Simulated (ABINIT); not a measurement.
Crystal: Ti.

```
CELL_PARAMETERS angstrom
-1.62756 1.62756 1.62756
1.62756 -1.62756 1.62756
1.62756 1.62756 -1.62756
ATOMIC_POSITIONS crystal
Ti 0.00000 0.00000 0.00000
```

This isn't the form of Ti at room conditions, which is hcp.

The cell isn't the ideal one: cell relaxed.

Base run:

```yaml
Program: ABINIT 10.8.3 (patched build)
Functional: PBE
Potentials_or_basis: PseudoDojo NC SR PBE v0.5 standard
Cutoff: 1143 eV
k_mesh: 8 × 8 × 8
Occupations: fermi-dirac, width 0.05 eV
Spin: no spin polarisation
```

Its results: pressure 0.0 GPa.

Task: The run is repeated on the same cell with these changes: k mesh from 8 × 8 × 8 to 14 × 14 × 14, with 2 shifts; occupations from fermi-dirac, width 0.05 eV to fermi-dirac, width 0.1 eV. What comes out?

Result: Pressure 0.5 GPa.
